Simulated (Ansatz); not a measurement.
The system is Sn.

```
CELL_PARAMETERS angstrom
-1.72654 1.77555 2.33834
1.72654 -1.77555 2.33834
1.72654 1.77555 -2.33834
ATOMIC_POSITIONS crystal
Sn 0.00000 0.00000 0.00000
```

This isn't the form of Sn at room conditions, which is tetragonal (white tin).

- Program: Ansatz 0.2.0
- Task: relaxation of cell and atoms
- Functional: r2SCAN
- Dispersion: D4
- Potentials or basis: Ansatz PAW
- Cutoff: 500 eV (not typed: the program's choice for these potentials)
- k mesh: 11 × 11 × 11
- Occupations: fermi-dirac, width 0.05 eV
- Spin: no spin polarisation

At the start: volume 28.67 Å³/atom.

Q: Where does the relaxation end?

A: It ends after 7 steps and the volume is 26.94 Å³/atom (-6.0 %); space group I4/mmm (No. 139, to 0.05 Å).

The path:
```tsv
step	energy change (eV)	largest force (eV/Å)	volume (Å³)
1	0.0000	0.0000	28.67
2	-0.0179	0.0000	26.87
3	-0.0186	0.0000	26.94
4	-0.0189	0.0000	26.96
5	-0.0190	0.0000	26.95
6	-0.0190	0.0000	26.94
7	-0.0190	0.0000	26.94
```

Final structure:
```
CELL_PARAMETERS angstrom
-1.69835 1.69844 2.33485
1.69835 -1.69844 2.33485
1.69835 1.69844 -2.33485
ATOMIC_POSITIONS crystal
Sn 0.00000 0.00000 0.00000
```

Caveat: the plane-wave basis is chosen anew once the cell has moved, so the energies of steps on either side of that aren't comparable; pairwise dispersion overbinds metals, which lowers pressure and volume; the PAW data sets come from PBE, with cores solved anew for the run's functional, which leaves a small shift of forces and pressure.
